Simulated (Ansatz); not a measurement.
**Bands, cutoff and cost in G0W0 for WS2/WS2 (bilayer of trigonal-prismatic sheets, stacked parallel)**

Wanted: a G0W0 gap for WS2/WS2 (bilayer of trigonal-prismatic sheets, stacked parallel) that is converged in bands and cutoff, or an estimate of the limit.

Main program and level: Ansatz 0.2.0; G0W0 on PBE, plane waves, PAW; PAW set soft_1.

### Step 1. Starting point

The cell holds 6 atoms: 2 W and 4 S. Cell: a = 3.157 Å, b = 3.157 Å, c = 42.900 Å, α = 90.0°, β = 90.0°, γ = 120.0°. Regions: layer 1 (WS2), 3 atoms (1 W and 2 S); layer 2 (WS2), 3 atoms (1 W and 2 S). Vacuum lies along c.

The structure was relaxed with PBE-D3(BJ). The runs that relaxed it are not among those shown. Spin-orbit coupling is left out unless a step names it. The Coulomb interaction is cut off across the vacuum.

### Step 2. 245 empty bands, screening to 44 eV

G0W0 replaces the xc potential by the self-energy, built once from these orbitals. Only a window of levels is corrected, while the sums run over the empty bands that the input names. This step takes PAW set soft_1 files.

Input file input.yaml:

```yaml
crystal:
  lattice:
    - [3.1569631836, 0.0, 0.0]
    - [-1.5784815918, 2.7340103158, 0.0]
    - [0.0, 0.0, 42.9]
  atoms:
    - { symbol: W, position: [0.3333333333, 0.6666666667, 0.4221039433] }
    - { symbol: S, position: [0.6666666667, 0.3333333333, 0.4588163664] }
    - { symbol: S, position: [0.6666666667, 0.3333333333, 0.385347574] }
    - { symbol: W, position: [0.3333333333, 0.6666666667, 0.5778960567] }
    - { symbol: S, position: [0.6666666667, 0.3333333333, 0.614652426] }
    - { symbol: S, position: [0.6666666667, 0.3333333333, 0.5411836336] }
  periodic: [true, true, false]
kpoints:
  mp_grid: { grid: [9, 9, 1] }
hamiltonian:
  xc: pbe
  pseudopotentials: { kind: paw, azcp: { folder: soft_1 } }
scf:
  occupations: { method: fixed }
gw:
  n_empty_bands: 245
  ecut_chi: 44
  qp_bands: [v2, c2]
  qp_kpoints: band_edges
  screening: { model: contour_deformation }
```

On the command line:

```console
$ ansatz run input.yaml --threads 3 --pin off --max-ram 92160MiB --backend cuda --events-out ev --progress --plain --runs-dir out --devices 1 --max-vram 13GiB
```

Numbers of over 12 decimals in the logs are rounded to 6 here.

What it wrote:

```text
GPUs: using 1 of 1 available (devices: 1).
Engine: ansatz 0.2.0, x86_64-unknown-linux-gnu
Pseudopotentials: kind: paw
Pseudopotential: W, paw, valence charge 14, recommended cutoff 420 eV (normal), soft_1/W.paw.azcp
Pseudopotential: S, paw, valence charge 6, recommended cutoff 420 eV (normal), soft_1/S.paw.azcp
Functional definition: PBE
  parameter kappa = 0.804
  parameter beta = 0.066725
  exchange = pbe_x(kappa = kappa, mu = beta*pi^2/3)
  correlation = pbe_c(beta = beta)
device memory: the entry about to start is reckoned to put 2.5 GiB on a device that reports 45.7 GiB free (of which the cap on the GPU budget leaves the run 13.0 GiB)
GPU FFT provider: cuFFT
GPU libraries: cuBLAS 13.8.2, cuFFT 12.4.0, cuSOLVER 12.3.4
Crystal: 6 atoms, lattice volume = 370.277 Å³
Basis set: ecut = 420 eV, 7163 PW (Γ)
Bands: 32, of which v1, the nominal top of the filled ones, is band 26 counted from 1 (25 counted from 0)
Symmetry: 12 space group operations
Space group: P-6m2 (ITA 187), of the structure as read, at distance tolerance 7.2e-5 Å
k-points: 12 of 81 (time reversal used)
Non-local potential: W, projectors of the file, l = 0: 3, l = 1: 2, l = 2: 2, l = 3: 1
Non-local potential: S, projectors of the file, l = 0: 2, l = 1: 2, l = 2: 1
PAW form: soft (Blöchl's): semilocal exchange-correlation on the pseudo side does not see the compensation charge
PAW one-centre angular grid: W, 590 points (default); XC on 64 Gauss nodes
PAW one-centre angular grid: S, 110 points (default); XC on 64 Gauss nodes
Initial density: superposition of atomic densities (neutral atoms: chi_scale 0, normalization atom)
Initial wavefunctions: pseudopotential atomic-orbital guess
GPU buffer pool allocated for 165888 grid points (all kernels)
GPU transforms: local potential and band sums: pruned to the plane-wave sphere, on 24×24×288
Functional: x = pbe(κ = 0.804, μ = 0.219515), c = pbe(β = 0.066725)
SCF iter   1: F=—  HF=-24385.836812 eV  |F-HF|=—  |Δ(HF+E_count)|=         —  Δρ=2.52e-2  dr2=2.70e0  ethr=3.10e-3  ⟨swp⟩=7.3  Hψ=2426  notcnv=0  defer=32
preconditioner: auto → Resta (q_TF=auto, 1.967 Å⁻¹)  ε∞=2.8  [insulator: Δε(μ)=1.656 eV  Ē_g=8.730 eV  n_scr=26 (ndim 8)  ℏωp=11.6 eV  f_vac=0.681  ε∞_Penn≈2.8  vacuum switching on, ρ_ref=5.5e-3 e/Å³]
SCF iter   2: F=—  HF=-24385.116043 eV  |F-HF|=—  |Δ(HF+E_count)|=   7.21e-1  Δρ=1.06e-2  dr2=6.49e-1  ethr=3.10e-3  ⟨swp⟩=3.4  Hψ=970  notcnv=0  defer=37
SCF iter   3: F=—  HF=-24385.037784 eV  |F-HF|=—  |Δ(HF+E_count)|=   7.83e-2  Δρ=6.47e-3  dr2=2.24e-1  ethr=1.25e-3  ⟨swp⟩=4.0  Hψ=807  notcnv=0  defer=45
SCF iter   4: F=—  HF=-24385.006200 eV  |F-HF|=—  |Δ(HF+E_count)|=   3.16e-2  Δρ=1.97e-3  dr2=1.02e-2  ethr=4.32e-4  ⟨swp⟩=3.7  Hψ=878  notcnv=0  defer=48
SCF iter   5: F=—  HF=-24385.006492 eV  |F-HF|=—  |Δ(HF+E_count)|=   2.91e-4  Δρ=2.88e-4  dr2=9.92e-4  ethr=1.97e-5  ⟨swp⟩=4.0  Hψ=920  notcnv=0  defer=48
SCF iter   6: F=—  HF=-24385.006666 eV  |F-HF|=—  |Δ(HF+E_count)|=   1.74e-4  Δρ=2.31e-4  dr2=1.96e-3  ethr=1.91e-6  ⟨swp⟩=4.1  Hψ=935  notcnv=0  defer=48
SCF iter   7: F=—  HF=-24385.006507 eV  |F-HF|=—  |Δ(HF+E_count)|=   1.59e-4  Δρ=5.85e-5  dr2=3.30e-5  ethr=1.91e-6  ⟨swp⟩=2.7  Hψ=602  notcnv=0  defer=48
SCF iter   8: F=—  HF=-24385.006516 eV  |F-HF|=—  |Δ(HF+E_count)|=   9.18e-6  Δρ=2.68e-5  dr2=7.05e-6  ethr=6.34e-8  ⟨swp⟩=3.2  Hψ=863  notcnv=0  defer=47
SCF iter   9: F=—  HF=-24385.006515 eV  |F-HF|=—  |Δ(HF+E_count)|=   1.04e-6  Δρ=3.73e-6  dr2=1.32e-7  ethr=1.36e-8  ⟨swp⟩=3.6  Hψ=861  notcnv=0  defer=47
SCF iter  10: F=-24385.006515 eV  HF=-24385.006515 eV  |F-HF|=5.15e-8  |Δ(HF+E_count)|=   4.26e-8  Δρ=2.80e-6  dr2=6.28e-8  ethr=1.92e-10  ⟨swp⟩=14.3  Hψ=2215  notcnv=0
SCF 1 converged in 10 iterations: F = -24385.006515 eV  dr2 = 6.28e-8
  greatest PAW one-centre occupation: 0.999 electrons in one spin orbital (limit 2), on the W atom at site 3 (counted from 0), in its partial waves of l = 0
device memory: the entry about to start is reckoned to put 2.6 GiB (of the 2.8 GiB reckoned in all, the device holds 0.2 GiB already) on a device that reports 48.7 GiB free (of which the cap on the GPU budget leaves the run 12.8 GiB)
NSCF: frozen V_eff on 12 k-points, pencils in batches of 32, up to order 128
the band table was solved once the SCF had ended and its energy, with any forces and stress, was formed, with the checks that follow a solve (2368 applications of the Hamiltonian). They found nothing against the state; the energy, forces and stress were not computed again (output.eigenvalues in the input reference)
device memory: the entry about to start is reckoned to put 5.8 GiB on a device that reports 47.6 GiB free (of which the cap on the GPU budget leaves the run 13.0 GiB)
NSCF: frozen V_eff on 12 k-points
G₀W₀ screening: q 1/12
[... further progress lines ...]
device memory: the entry about to start is reckoned to put 1.2 GiB on a device that reports 49.8 GiB free (of which the cap on the GPU budget leaves the run 13.0 GiB)
NSCF: frozen V_eff on 1 k-points
SCF converged after 10 iterations
Free energy (F): -24385.006515 eV
Harris-Foulkes:  -24385.006515 eV  (|F-HF|=5.15e-8)
Internal energy: -24385.006515 eV  (E = F + TS)
E sigma→0 (E₀):  -24385.006515 eV
Fermi energy:    -5.505667 eV
--- Per-component energies (eV) ---
  E_band       = -1244.479394
  E_kinetic    = 1269.022600
  E_local      = -191953.614210  (includes V_loc(G=0)·N_el)
  E_nonlocal   = 87.671346
  E_hartree    = 95255.042821
  E_xc         = -892.058868
  E_vxc        = -795.049707  (∫ρ·V_xc dr)
  E_paw        = -19589.418406  (= ΣΔE_a)
  E_vpaw       = -362.542421  (= ΣTr[D̂ρ^β])
  E_aug_tail   = 0.000309  (compensation charges beyond the density's cutoff)
  E_ewald      = 91438.347894
  E_smearing   = -0.000000  (= −TS)
  E_closure    = -0.000000  (closes the sum)
  Σ components = -24385.006515   (vs F -24385.006515, Δ=0.00e0)
--- Band table (eV; the first three rows and the last of 12) ---
  k-point 0: bands = [... 22 lower, -7.2480, -7.2480, -6.0068, -5.5057, -2.7620, -2.7620, -2.7286, -2.7286, ... 2 higher]
  k-point 1: bands = [... 22 lower, -7.2125, -6.9043, -6.0660, -5.6764, -3.1579, -2.9810, -2.9019, -2.8111, ... 2 higher]
  k-point 2: bands = [... 22 lower, -7.4975, -7.0852, -6.4902, -6.3141, -3.6047, -3.2333, -3.0876, -3.0420, ... 2 higher]
  k-point 11: bands = [... 22 lower, -8.3089, -7.9233, -5.7115, -5.6653, -3.7571, -3.7565, -2.5707, -2.2478, ... 2 higher]
--- G₀W₀: contour deformation, 6 samples at zero and on the imaginary axis and 2 off it, 81 q-points, 245 empty bands' worth ---
  eigenvalues of the whole cell's RPA ε∞ on this k-mesh (on a slab, of 1 + 4πα/V) = 1.2344, 4.6272, 4.6272; static W/v taken at q = 0 is 0.386794
  gw.qp_kpoints: band_edges: 10 of 12 stored k-points solved, in 1 pass; an edge of the gap read off the rows below is read off those points alone
    valence top: of the k-points left out ik 8 came nearest to being solved in a further pass, in band 26 (counted from 1, as in the quasiparticle table): it holds the edge there only if its correction is more favourable than any solved in that band by at least 0.670 eV; those differ by 0.121 eV
    conduction bottom: of the k-points left out ik 8 came nearest to being solved in a further pass, in band 27 (counted from 1, as in the quasiparticle table): it holds the edge there only if its correction is more favourable than any solved in that band by at least 0.869 eV; those differ by 0.217 eV
    ik  band        ε_KS         Σx   Σc(E_QP)       V_xc       Z   E_QP_lin       E_QP  E_QP is
     0    25     -6.0068   -18.0361     1.2274   -16.8262  0.7500    -5.9894    -5.9894  root
     0    26     -5.5057   -18.8805     1.0817   -17.9223  0.7533    -5.3824    -5.3821  root
     0    27     -2.7620   -13.6759    -3.6950   -18.3099  0.7526    -1.8008    -1.8230  root
     0    28     -2.7620   -13.6759    -3.6950   -18.3099  0.7526    -1.8008    -1.8230  root
     1    25     -6.0660   -18.4228     1.2928   -17.1721  0.7491    -6.0238    -6.0237  root
     1    26     -5.6764   -19.1057     1.1943   -18.0397  0.7522    -5.5483    -5.5480  root
     1    27     -3.1579   -13.2026    -3.4225   -17.4359  0.7516    -2.3310    -2.3471  root
     1    28     -2.9810   -13.4199    -3.5124   -17.7856  0.7486    -2.1083    -2.1277  root
     2    25     -6.4902   -18.9083     1.5130   -17.4556  0.7443    -6.4300    -6.4299  root
     2    26     -6.3141   -19.1484     1.4707   -17.7754  0.7472    -6.2165    -6.2163  root
     2    27     -3.6047   -12.6969    -3.3693   -16.7885  0.7592    -2.8713    -2.8825  root
     2    28     -3.2333   -13.2994    -3.4895   -17.5858  0.7514    -2.4205    -2.4364  root
     3    25     -6.9811   -18.5409     1.7279   -16.8200  0.7400    -6.9741    -6.9741  root
     3    26     -6.8494   -18.7374     1.7227   -17.0440  0.7429    -6.8201    -6.8201  root
     3    27     -3.2693   -13.3060    -3.6489   -17.7178  0.7533    -2.4925    -2.5065  root
     3    28     -3.0776   -15.3757    -3.7716   -20.0536  0.7442    -2.1492    -2.1713  root
     5    25     -6.2994   -18.9567     1.4422   -17.5831  0.7461    -6.2309    -6.2308  root
     5    26     -6.0753   -19.3042     1.3950   -18.0275  0.7492    -5.9572    -5.9569  root
     5    27     -3.6028   -12.7980    -3.2942   -16.8312  0.7585    -2.8522    -2.8639  root
     5    28     -3.3147   -13.3860    -3.3814   -17.5825  0.7521    -2.4837    -2.4997  root
     6    25     -6.6544   -19.3465     1.6384   -17.7860  0.7426    -6.5766    -6.5764  root
     6    26     -6.5577   -19.4719     1.6332   -17.9337  0.7445    -6.4628    -6.4626  root
     6    27     -3.7591   -13.0092    -3.3071   -17.0480  0.7601    -3.0165    -3.0275  root
     6    28     -3.4677   -13.6866    -3.4290   -17.9280  0.7540    -2.6400    -2.6554  root
[...]
10    25     -6.0988   -18.7065     1.1406   -17.6648  0.7521    -6.0001    -5.9999  root
    10    26     -6.0426   -18.8665     1.1333   -17.8484  0.7524    -5.9276    -5.9273  root
    10    27     -3.3061   -15.5649    -3.4482   -19.8676  0.7498    -2.4344    -2.4517  root
    10    28     -3.2216   -15.8750    -3.4869   -20.2394  0.7477    -2.3250    -2.3441  root
    11    25     -5.7115   -18.7404     0.8195   -18.0543  0.7553    -5.5783    -5.5780  root
    11    26     -5.6653   -18.8836     0.8118   -18.2219  0.7553    -5.5155    -5.5152  root
    11    27     -3.7571   -15.8357    -3.2054   -19.9130  0.7564    -2.8698    -2.8852  root
    11    28     -3.7565   -15.8439    -3.2021   -19.9179  0.7564    -2.8692    -2.8846  root
```

It took 44 s on 1 × NVIDIA H100 80GB HBM3 (shared by 6 runs) with 3 threads of AMD EPYC 7R13 (Zen 3), shared host; peak memory 1.6 GiB.

In the SCF lines HF is the Harris–Foulkes energy and dr2 the Hartree energy of the density residual, in eV; the loop may stop once dr2 is under the threshold and the program's other checks hold. Hψ counts applications of the Hamiltonian.

This step gave:

```
bands summed                                 : 271
plane waves in the screening matrix          : 257
q-points in the mesh                         : 81
G0W0 gap on the mesh                         : 2.355 eV
k of the valence top                         : 0, 0, 0
k of the conduction bottom                   : 0.1111, 0.2222, 0
starting gap on the mesh                     : 1.747 eV
Z at the valence top                         : 0.7533
Z at the conduction bottom                   : 0.7601
least direct G0W0 gap on the computed points : 2.630 eV
```

The gap on the mesh goes from 1.75 eV to 2.35 eV, a correction of +0.61 eV. Between the two edge states, bare exchange in place of the xc potential would open the gap by 5.00 eV, and correlation takes back 4.39 eV.

### Step 3. 601 empty bands, screening to 80 eV

Bands and screening cutoff are moved together, since each hides the error of the other.

input.yaml, as its differences from that of step 2:

```diff
@@ -20,5 +20,6 @@
   occupations: { method: fixed }
+  convergence: { dr2_threshold: 1.0e-10 }
 gw:
-  n_empty_bands: 245
-  ecut_chi: 44
+  n_empty_bands: 601
+  ecut_chi: 80.0
   qp_bands: [v2, c2]
```

What it wrote:

```text
GPUs: using 1 of 1 available (devices: 1).
[...]
GPU FFT provider: cuFFT
GPU libraries: cuBLAS 13.8.2, cuFFT 12.4.0, cuSOLVER 12.3.4
Crystal: 6 atoms, lattice volume = 370.277 Å³
Basis set: ecut = 420 eV, 7163 PW (Γ)
Bands: 32, of which v1, the nominal top of the filled ones, is band 26 counted from 1 (25 counted from 0)
[... 1 set-up line as in the run before ...]
[...]
k-points: 12 of 81 (time reversal used)
[...]
GPU buffer pool allocated for 165888 grid points (all kernels)
[...]
SCF iter   1: F=—  HF=-24385.836812 eV  |F-HF|=—  |Δ(HF+E_count)|=         —  Δρ=2.52e-2  dr2=2.70e0  ethr=3.10e-3  ⟨swp⟩=7.3  Hψ=2426  notcnv=0  defer=32
[...]
SCF iter  14: F=-24385.006515 eV  HF=-24385.006515 eV  |F-HF|=2.18e-10  |Δ(HF+E_count)|=  2.91e-11  Δρ=1.61e-8  dr2=2.86e-12  ethr=1.00e-12  ⟨swp⟩=4.0  Hψ=961  notcnv=0
SCF 1 converged in 14 iterations: F = -24385.006515 eV  dr2 = 2.86e-12
[...]
NSCF: frozen V_eff on 12 k-points, pencils in batches of 32, up to order 128
[...]
NSCF: frozen V_eff on 12 k-points
G₀W₀ screening: q 1/12
[... further progress lines ...]
[...]
SCF converged after 14 iterations
Free energy (F): -24385.006515 eV
[...]
Internal energy: -24385.006515 eV  (E = F + TS)
E sigma→0 (E₀):  -24385.006515 eV
Fermi energy:    -5.505543 eV
[...]
--- Band table (eV; the first three rows and the last of 12) ---
  k-point 0: bands = [... 22 lower, -7.2478, -7.2478, -6.0067, -5.5055, -2.7619, -2.7619, -2.7285, -2.7285, ... 2 higher]
  k-point 1: bands = [... 22 lower, -7.2124, -6.9042, -6.0658, -5.6763, -3.1577, -2.9809, -2.9018, -2.8110, ... 2 higher]
  k-point 2: bands = [... 22 lower, -7.4973, -7.0851, -6.4901, -6.3139, -3.6046, -3.2331, -3.0874, -3.0418, ... 2 higher]
  k-point 11: bands = [... 22 lower, -8.3088, -7.9232, -5.7113, -5.6652, -3.7569, -3.7563, -2.5706, -2.2477, ... 2 higher]
[...]
bands read: the sum over 627 bands ends inside a degenerate multiplet in 1 slot, whose members it reads at an even weight; the widest, k=0: bands 627 to 628 (counted from 1) at 1/2 each
[...]
0    25     -6.0067   -18.0362     0.9556   -16.8262  0.7438    -6.2623    -6.2611  root
     0    26     -5.5055   -18.8806     0.7750   -17.9223  0.7463    -5.6893    -5.6888  root
     0    27     -2.7619   -13.6759    -4.0085   -18.3099  0.7458    -2.1275    -2.1364  root
     0    28     -2.7619   -13.6759    -4.0085   -18.3099  0.7458    -2.1275    -2.1364  root
     1    25     -6.0658   -18.4228     1.0122   -17.1721  0.7427    -6.3053    -6.3043  root
     1    26     -5.6763   -19.1057     0.8848   -18.0397  0.7451    -5.8579    -5.8574  root
     1    27     -3.1577   -13.2026    -3.7206   -17.4359  0.7445    -2.6393    -2.6451  root
     1    28     -2.9809   -13.4199    -3.8134   -17.7856  0.7416    -2.4213    -2.4286  root
[...]
11    25     -5.7113   -18.7404     0.5199   -18.0542  0.7491    -5.8779    -5.8775  root
    11    26     -5.6652   -18.8836     0.5076   -18.2219  0.7490    -5.8196    -5.8192  root
    11    27     -3.7569   -15.8357    -3.5368   -19.9131  0.7491    -3.2111    -3.2164  root
    11    28     -3.7563   -15.8439    -3.5334   -19.9179  0.7491    -3.2105    -3.2158  root
```

Elapsed: 3.8 min, on 1 × NVIDIA H100 80GB HBM3 (shared by 6 runs) with 3 threads; peak memory 3 GiB; 6 min of CPU time.

Numbers from this step:

```yaml
bands_summed: 627
plane_waves_in_the_screening_matrix: 579
q_points_in_the_mesh: 81
g0w0_gap_on_the_mesh: 2.391 eV
k_of_the_valence_top: 0, 0, 0
k_of_the_conduction_bottom: 0.1111, 0.2222, 0
starting_gap_on_the_mesh: 1.747 eV
z_at_the_valence_top: 0.7463
z_at_the_conduction_bottom: 0.7539
least_direct_g0w0_gap_on_the_computed_points: 2.603 eV
```

Against the run with 9×9×1 mesh, 245 empty bands, screening to 44 eV, PAW set soft_1 files, the gap moves by +0.04 eV.

### Step 4. Side by side

Times are wall times on 1 × NVIDIA H100 80GB HBM3 (shared by 6 runs) with 3 threads of AMD EPYC 7R13 (Zen 3), shared host, good to a factor of about two.

```csv
mesh,files,frequency,bands summed,cutoff (eV),start (eV),G0W0 (eV),time,host memory (GiB)
9×9×1,PAW set soft_1,contour deformation,271,44,1.747,2.355,44 s,1.6
9×9×1,PAW set soft_1,contour deformation,627,80,1.747,2.391,3.8 min,3.0
```

How the two edges are built up, in eV (the quasiparticle level is the starting level plus Σx plus Σc less Vxc):

```csv
run,edge,start,Σx,Σc,Vxc,Z,QP
271 bands,valence top,-5.51,-18.88,1.08,-17.92,0.75,-5.38
271 bands,conduction bottom,-3.76,-13.01,-3.31,-17.05,0.76,-3.03
627 bands,valence top,-5.51,-18.88,0.78,-17.92,0.75,-5.69
627 bands,conduction bottom,-3.76,-13.01,-3.58,-17.05,0.75,-3.30
```

### Step 5. What came out

```json
{
 "271 bands, 44 eV": "2.355 eV",
 "627 bands, 80 eV": "2.391 eV",
 "estimated limit in bands and cutoff": "2.42 eV",
 "mesh and start": "9×9×1, PBE"
}
```

A line in one over the bands through the two rungs gives 2.42 eV, +0.03 eV from the top rung; with two points alone it is an unchecked estimate. The rungs stand 0.06 eV (271 bands) and 0.03 eV (627 bands) from it. From 271 to 627 bands the gap moves by +0.04 eV while the time grows 5.2-fold. Σc changes by −0.31 eV at the valence top and −0.27 eV at the conduction bottom, so the levels themselves move more than the gap between them. The 9×9×1 mesh misses a band edge: over a band path and its finer mesh (run apart) the PBE gap is 1.66 eV, so the G0W0 gap over the zone may lie about 0.09 eV below its value on the mesh. The mesh in the plane is coarse for a sheet; gap and any exciton binding can still move on denser ones. The many-body steps are scalar-relativistic: spin-orbit coupling is not in them.

[Paths, hosts, dates, memory and timing lines, banners, echoed tables and standing remarks are left out of the program output.]

[Logs are printed without paths, hosts, clocks, repeated set-up lines and the standing remarks that a program may print on its own settings, such as how far it seeks lower states.]

[Runs of the session that timed out or met a known fault of the program may be left out.]

[Cells called generated may have been cut or substituted from an entry of the Crystallography Open Database or the Materials Project.]

[Hosts, paths, dates, database ids (printed as entryN), source tags and the programs' standing remarks are cut or masked in the printed files.]
